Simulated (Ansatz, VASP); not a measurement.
CaSe in VASP and in Ansatz

```
Ca Se
1.0
     0.00000    2.99409    2.99409
     2.99409    0.00000    2.99409
     2.99409    2.99409    0.00000
Ca Se
1 1
Cartesian
  0.0000 0.0000 0.0000
  2.9941 2.9941 2.9941
```

Alike in both runs: task single point; functional r2SCAN; k mesh 7 × 7 × 7; occupations fermi-dirac, width 0.0192 eV; no spin polarisation.

|  | VASP | Ansatz |
| --- | --- | --- |
| version | VASP 6.6.1 | Ansatz 0.2.0 |
| potentials or method | VASP PAW PBE potentials, release 64 (Ca_sv, Se) | PAW plane waves |
| plane-wave cutoff (eV) | 520 | 500 |
| valence electrons in the cell | 16 | 26 |

VASP gave:

```
gap on the k mesh at the Fermi level (eV) : 2.64
pressure (GPa)                            : -1.1
```

Task: Estimate Ansatz's values.

Result: gap on the k mesh at the Fermi level (eV): 2.64; pressure (GPa): -1.3.

The two sets of potentials don't hold the same shells in valence.

Caveats: the PAW data sets were made with another functional, which shifts forces and pressure a little (VASP); an odd mesh through Γ misses points on the zone boundary, where band edges often lie. r2SCAN opens gaps a little over a GGA but as a rule still falls short of measured ones.
